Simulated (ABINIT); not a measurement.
# Ti (P6_3/mmc) in ABINIT: phonons with LDA-PZ

Aim: the phonons of Ti with LDA-PZ.

Everything below comes from runs of ABINIT 10.8.3 (patched build). Logs are shortened: lines on timing, memory, paths and dates and some standing lists are left out, and cuts for length are marked. The log counts tension as positive stress, the text compression.

**1. The cell of the first run**

It takes space group P6_3/mmc (No. 194, hexagonal). The conventional cell has a = 2.989 Å, b = 2.989 Å, c = 4.742 Å, α = 90.00°, β = 90.00°, γ = 120.00°. Ti (site symmetry -6m2) has 12 Ti at 2.93 to 2.99 Å as nearest neighbours.

**2. Phonons, LDA-PZ (volume scaled by 1.04)**

run.abi reads:

```
# Datasets
ndtset 2

# Pseudopotentials
pp_dirpath "./"
pseudos "Ti.hgh"

# Structure
acell 2.9888202413 2.9888202413 4.7415860099 Angstrom
rprim
     1.0000000000     0.0000000000     0.0000000000
    -0.5000000000     0.8660254038     0.0000000000
     0.0000000000     0.0000000000     1.0000000000
ntypat 1
znucl 22
natom 2
typat 1 1
chkprim 0
chksymtnons 0
tolsym 1.0e-6
xred
            2/3            1/3            3/4
            1/3            2/3            1/4

# Plane-wave basis
ecut 38.0

# k points
ngkpt 12 12 8
nshiftk 1
shiftk 0.0 0.0 0.0

# Exchange and correlation
ixc 2

# Bands and occupations
nband 12
occopt 7
tsmear 0.136 eV

# SCF cycle
nstep 80

# Output
prteig 0
prtebands 0
prtwf 0
prtden 0
prtpot 0

# Dataset 1: ground state
kptopt1 1
tolvrs1 1.0e-15
prtwf1 1
tolwfr1 1.0e-14
nbdbuf1 4
nline1 6

# Dataset 2: response at q = 0 to atomic displacements
rfphon2 1
rfatpol2 1 2
rfdir2 1 1 1
getwfk2 1
kptopt2 2
nqpt2 1
qpt2 0.0 0.0 0.0
tolvrs2 1.0e-5
```

mrgddb.in reads:

```
merged_DDB
Ti
2
runo_DS1_DDB
runo_DS2_DDB
```

anaddb.abi reads:

```
ddb_filepath "merged_DDB"
output_file "anaddb.abo"
outdata_prefix "ana"
asr 1
chneut 0
dipdip 0
dieflag 0
enunit 0
eivec 1
nph1l 1
qph1l 0.0 0.0 0.0 1.0
```

Potentials or basis: HGH LDA.

The run is started by

```sh
> abinit run.abi > log 2>&1
> mrgddb < mrgddb.in > mrgddb.log 2>&1
> anaddb anaddb.abi > anaddb.log 2>&1
```

run.abo:

```text
.Version 10.8.3 of ABINIT
 DATASET    1 : space group P6_3/m m c (#194); Bravais hP (primitive hexag.)
================================================================================
 Values of the parameters that define the memory need for DATASET  1.
     intxc =       0    ionmov =       0      iscf =       7    lmnmax =       6
     lnmax =       6     mgfft =      50  mpssoang =       3    mqgrid =    3001
     natom =       2  nloc_mem =       1    nspden =       1   nspinor =       1
    nsppol =       1      nsym =      24    n1xccc =       0    ntypat =       1
    occopt =       7   xclevel =       1
       mpw =        2796          nfft =       51200          nkpt =          95
================================================================================
================================================================================

 DATASET    2 : space group P6_3/m m c (#194); Bravais hP (primitive hexag.)
================================================================================
 Values of the parameters that define the memory need for DATASET  2 (RF).
     intxc =       0      iscf =       7    lmnmax =       6     lnmax =       6
     mgfft =      50  mpssoang =       3    mqgrid =    3001     natom =       2
  nloc_mem =       1    nspden =       1   nspinor =       1    nsppol =       1
      nsym =      24    n1xccc =       0    ntypat =       1    occopt =       7
   xclevel =       1
      nfft =       51200          nkpt =         580
================================================================================
================================================================================

--------------------------------------------------------------------------------
------------- Echo of variables that govern the present computation ------------
--------------------------------------------------------------------------------
 -outvars: echo values of preprocessed input variables --------
            acell      5.6480516956E+00  5.6480516956E+00  8.9602989611E+00 Bohr
              amu      4.78800000E+01
          chkprim           0
      chksymtnons           0
             ecut      3.80000000E+01 Hartree
           getwfk1          0
           getwfk2          1
                       outvar_i_n : Printing only first  50 k-points.
              ixc           2
           jdtset        1    2
                       outvar_i_n : Printing only first  50 k-points.
           kptopt1          1
           kptopt2          2
         kptrlatt       12    0    0      0   12    0      0    0    8
          kptrlen      6.77766203E+01
            natom           2
            nband1         12
            nband2         12
           nbdbuf1          4
           nbdbuf2          2
           ndtset           2
            ngfft          32      32      50
             nkpt1         95
             nkpt2        580
            nline1          6
            nline2          4
             nqpt1          0
             nqpt2          1
            nstep          80
             nsym          24
           ntypat           1
                       prtocc : prtvol=0, do not print more k-points.
                       prtocc : prtvol=0, do not print more k-points.
           occopt           7
        optdriver1          0
        optdriver2          1
           prtden           0
        prtebands           0
           prteig           0
            prtwf1          1
            prtwf2          0
           rfphon1          0
           rfphon2          1
            rprim      1.0000000000E+00  0.0000000000E+00  0.0000000000E+00
                      -5.0000000000E-01  8.6602540380E-01  0.0000000000E+00
                       0.0000000000E+00  0.0000000000E+00  1.0000000000E+00
          spgroup         194
           tolsym      1.00000000E-06
           tolvrs1     1.00000000E-15
           tolvrs2     1.00000000E-05
           tolwfr1     1.00000000E-14
           tolwfr2     0.00000000E+00
           tsmear      4.99790782E-03 Hartree
            typat      1  1
                       outvars : Printing only first  50 k-points.
           xangst      1.4944101207E+00  8.6279808545E-01  3.5561895074E+00
                       2.3029678961E-17  1.7255961709E+00  1.1853965025E+00
            xcart      2.8240258478E+00  1.6304520835E+00  6.7202242209E+00
                       4.3519786004E-17  3.2609041669E+00  2.2400747403E+00
[... 209 lines left out ...]

================================================================================

 The perturbation idir=   2  ipert=   1 is
 symmetric of a previously calculated perturbation.
 So, its SCF calculation is not needed.
[... 9 lines left out ...]
 The perturbation idir=   3  ipert=   2 is
 symmetric of a previously calculated perturbation.
 So, its SCF calculation is not needed.

--------------------------------------------------------------------------------
 Perturbation wavevector (in red.coord.)   0.000000  0.000000  0.000000
 Perturbation : displacement of atom   1   along direction   1
 Found     2 symmetries that leave the perturbation invariant.
 symkpt : the number of k-points, thanks to the symmetries,
 is reduced to   370 .

--------------------------------------------------------------------------------

--------------------------------------------------------------------------------

 dfpt_looppert : total number of electrons, from k and k+q
  fully or partially occupied states are    8.000000E+00 and    8.000000E+00.
 Initialisation of the first-order wave-functions :
  ireadwf=   0

--- !BeginCycle
iteration_state: {dtset: 2, }
solver: {iscf: 7, nstep: 80, nline: 4, wfoptalg: 0, }
tolerances: {tolvrs: 1.00E-05, }
...

     iter   2DEtotal(Ha)        deltaE(Ha) residm    vres2
-ETOT  1   3.0538181984307     -1.026E+03 1.021E+01 5.896E+03
 ETOT  2  0.47708005259278     -2.577E+00 6.744E-02 4.482E+01
 ETOT  3  0.46121598774721     -1.586E-02 4.824E-03 5.067E-01
 ETOT  4  0.46092195070764     -2.940E-04 5.510E-04 2.723E-02
 ETOT  5  0.46103022535999      1.083E-04 8.401E-05 5.421E-01
 ETOT  6  0.46090884235264     -1.214E-04 1.132E-05 2.041E-02
 ETOT  7  0.46090317083417     -5.672E-06 1.853E-06 5.175E-06

 At SCF step    7       vres2   =  5.18E-06 < tolvrs=  1.00E-05 =>converged.
================================================================================

 ----iterations are completed or convergence reached----

 Mean square residual over all n,k,spin=   36.961E-10; max=  18.528E-07

 2DEtotal=    0.4609031708E+00 Ha. Also 2DEtotal=    0.125418142036E+02 eV
    (2DErelax=   -1.0281159360E+03 Ha. 2DEnonrelax=    1.0285768392E+03 Ha)
    (  non-var. 2DEtotal :    4.6090134561E-01 Ha)

--------------------------------------------------------------------------------
 Perturbation wavevector (in red.coord.)   0.000000  0.000000  0.000000
 Perturbation : displacement of atom   1   along direction   3
 Found     6 symmetries that leave the perturbation invariant.
 symkpt : the number of k-points, thanks to the symmetries,
 is reduced to   131 .

--------------------------------------------------------------------------------

--------------------------------------------------------------------------------

 dfpt_looppert : total number of electrons, from k and k+q
  fully or partially occupied states are    8.000000E+00 and    8.000000E+00.
 Initialisation of the first-order wave-functions :
  ireadwf=   0

--- !BeginCycle
iteration_state: {dtset: 2, }
solver: {iscf: 7, nstep: 80, nline: 4, wfoptalg: 0, }
tolerances: {tolvrs: 1.00E-05, }
...

     iter   2DEtotal(Ha)        deltaE(Ha) residm    vres2
-ETOT  1   452.19903983310     -2.144E+03 3.066E+01 2.785E+06
 ETOT  2   45.905957101355     -4.063E+02 7.890E-01 2.746E+05
 ETOT  3  0.46680946143215     -4.544E+01 6.053E-02 7.484E+01
 ETOT  4  0.44643322858428     -2.038E-02 1.069E-03 1.324E+01
 ETOT  5  0.49225229335934      4.582E-02 1.417E-04 2.114E+02
 ETOT  6  0.44327907565275     -4.897E-02 2.322E-05 6.975E-03
 ETOT  7  0.44327640528536     -2.670E-06 3.138E-06 2.037E-04
 ETOT  8  0.44327632061595     -8.467E-08 3.689E-07 3.813E-05
 ETOT  9  0.44327631220040     -8.416E-09 6.473E-08 8.418E-06

 At SCF step    9       vres2   =  8.42E-06 < tolvrs=  1.00E-05 =>converged.
================================================================================

 ----iterations are completed or convergence reached----

 Mean square residual over all n,k,spin=   13.235E-11; max=  64.733E-09

 2DEtotal=    0.4432763122E+00 Ha. Also 2DEtotal=    0.120621629450E+02 eV
    (2DErelax=   -2.5956228187E+03 Ha. 2DEnonrelax=    2.5960660950E+03 Ha)
    (  non-var. 2DEtotal :    4.4330179120E-01 Ha)

================================================================================

 ---- first-order wavefunction calculations are completed ----

 ==> Compute Derivative Database <==

  Dynamical matrix, in cartesian coordinates,
   if specified in the inputs, asr has been imposed
     j1       j2             matrix element
  dir pert dir pert     real part    imaginary part

   1    1   1    1         0.0144398893         0.0000000000
   1    1   1    2        -0.0144398893        -0.0000000000

   2    1   2    1         0.0144398893        -0.0000000000
   2    1   2    2        -0.0144398893         0.0000000000
[... 10 lines left out ...]
   3    2   3    1        -0.0055212413         0.0000000000
   3    2   3    2         0.0055212413        -0.0000000000

  Phonon wavevector (reduced coordinates) :  0.00000  0.00000  0.00000
 Phonon energies in Hartree :
   0.000000E+00  0.000000E+00  0.000000E+00  3.556938E-04  5.752277E-04
   5.752277E-04
 Phonon frequencies in cm-1    :
   0.000000E+00  0.000000E+00  0.000000E+00  7.806576E+01  1.262479E+02
   1.262479E+02

== END DATASET(S) ==============================================================
================================================================================

 -outvars: echo values of variables after computation  --------
            acell      5.6480516956E+00  5.6480516956E+00  8.9602989611E+00 Bohr
           etotal1    -7.1044618212E+00
           etotal2     4.4327631220E-01
            fcart1    -0.0000000000E+00 -0.0000000000E+00 -0.0000000000E+00
                      -0.0000000000E+00 -0.0000000000E+00 -0.0000000000E+00
            fcart2     0.0000000000E+00  0.0000000000E+00  0.0000000000E+00
                       0.0000000000E+00  0.0000000000E+00  0.0000000000E+00
            rprim      1.0000000000E+00  0.0000000000E+00  0.0000000000E+00
                      -5.0000000000E-01  8.6602540380E-01  0.0000000000E+00
                       0.0000000000E+00  0.0000000000E+00  1.0000000000E+00
           strten1     4.8932822345E-04  4.8932822331E-04  4.8365322128E-04
                       0.0000000000E+00  0.0000000000E+00  0.0000000000E+00
           strten2     0.0000000000E+00  0.0000000000E+00  0.0000000000E+00
                       0.0000000000E+00  0.0000000000E+00  0.0000000000E+00
           xangst      1.4944101207E+00  8.6279808545E-01  3.5561895074E+00
                       2.3029678961E-17  1.7255961709E+00  1.1853965025E+00
             xred      6.6666666667E-01  3.3333333333E-01  7.5000000000E-01
                       3.3333333333E-01  6.6666666667E-01  2.5000000000E-01
 Calculation completed.
```

Wall time 3.4 min (1 thread of AMD EPYC 9R45 (Zen 5), shared host); peak memory 0.65 GiB.

These settings aren't checked as converged: the numbers below hold their error.

What came out:

```yaml
Free_energy: -193.3223 eV
Pressure: -14.3 GPa
Band_gap_on_the_k_mesh: none (metal or under the smearing width)
Highest_phonon_frequency_at_Γ: 126 cm⁻¹
```

Caveat: the cell is more than 3 GPa from zero pressure, which shifts response properties; HGH potentials are hard and often keep d shells in the core, so these values are rough.
